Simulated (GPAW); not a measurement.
Input of a GPAW 26.7.0 run:

File run.py:

```python
from ase.dft.bandgap import bandgap
from ase.io import read, write
from ase.units import Bohr, GPa
from gpaw import GPAW, PW
from gpaw.elf import elf_from_dft_calculation

atoms = read('POSCAR')

calc = GPAW(mode=PW(800),
            xc='PBE',
            kpts={'size': (8, 8, 6), 'gamma': True},
            occupations={'name': 'fermi-dirac', 'width': 0.05},
            nbands=33,
            convergence={'density': 1e-05, 'energy': 1e-05},
            maxiter=150,
            txt='gpaw.txt')
atoms.calc = calc
energy = atoms.get_potential_energy()
forces = atoms.get_forces()
stress = atoms.get_stress()
calc.write('gs.gpw')
write('result.traj', atoms)
print(f'Energy: {energy:.6f} eV')
print('Forces (eV/A):')
print(forces.round(4))
print('Stress (GPa):', (stress / GPa).round(3))
print('Fermi level:', round(calc.get_fermi_level(), 4), 'eV')
print(f'Gap: {bandgap(calc)[0]:.4f} eV, direct: {bandgap(calc, direct=True)[0]:.4f} eV')

# fields on the real-space grid
write('density.cube', atoms, data=calc.get_pseudo_density() * Bohr**3)
write('potential.cube', atoms, data=calc.get_electrostatic_potential())
write('elf.cube', atoms, data=elf_from_dft_calculation(calc).data)
```

File POSCAR:

```
CuO
1.0
    3.1754955000      0.0000000000      0.0000000000
    0.0000000000      3.1754955000      0.0000000000
    0.0000000000      0.0000000000      4.6495318700
Cu O
2 2
Direct
    0.0000000000      0.0000000000      0.0000000000
    0.5000000000      0.5000000000      0.0000000000
    0.5000000000      0.0000000000      0.2670000000
    0.0000000000      0.5000000000      0.7330000000
```

Potentials or basis: GPAW PAW data sets (gpaw-data 1.2.1), pw.

Command:

```sh
$ OMP_NUM_THREADS=1 python run.py
```

(1) Predict the pressure.

(2) Estimate the largest force.

(3) Estimate the band gap on the k mesh.

Results:

(1) 18.6 GPa.

(2) 0.664 eV/Å.

(3) none (metal or under the smearing width).

Caveat: with this Cu data set, volumes or pressures lay over 1.5 % or 2 GPa off other programs in two to four cells of ten; the run has no spin polarisation, though such a crystal can be magnetic; semilocal functionals often make such compounds metallic where correlation or magnetic order opens a gap, which also shifts bond lengths.
